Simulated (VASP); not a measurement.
Wanted: the native input for a VASP 6.6.1 run.

```
Task                   : single point
Functional             : PBEsol
Potentials or basis    : VASP PAW PBE potentials, release 64 (Se)
Cutoff                 : 520 eV
k mesh                 : 14 × 14 × 14
Occupations            : gaussian, width 0.15 eV
Spin                   : no spin polarisation
Dipole correction      : no
Further INCAR settings : ALGO = Fast; EDIFF = 1e-07; NBANDS = 13
```

The structure of Se lies in POSCAR:

```
Se
1.0
    0.7618713575      3.5492055923      3.5492055923
    3.5492055923      0.7618713575      3.5492055923
    3.5492055923      3.5492055923      0.7618713575
Se
2
Direct
    0.5000000000      0.5000000000      0.5000000000
    0.7500000000      0.7500000000      0.7500000000
```

This isn't the form of Se at room conditions, which is trigonal, of chains.

These files were run (other wordings do the same):

INCAR

```
PREC = Accurate
ENCUT = 520
EDIFF = 1E-7
ISMEAR = 0
SIGMA = 0.15
LREAL = F
LASPH = T
NELM = 100
ALGO = Fast
ISIF = 2
LWAVE = F
LCHARG = F
GGA = PS
NBANDS = 13
```

KPOINTS

```
Automatic mesh
0
Gamma
  14 14 14
```

Potentials or basis: VASP PAW PBE potentials, release 64 (Se).

The run is started by

```bash
$ cat potpaw_PBE.64/Se/POTCAR > POTCAR
$ mpirun -np 1 vasp_std > vasp.out
```

It gave:

```
Pressure               : 2.0 GPa
Largest force          : 0.878 eV/Å
Band gap on the k mesh : none (metal or under the smearing width)
```

Caveat: the PAW data sets were made with another functional, which shifts forces and pressure a little.

Wall time 2.7 min on 1 thread of Intel(R) Xeon(R) Platinum 8488C (Sapphire Rapids), with other jobs on the host, peak memory 0.37 GiB.
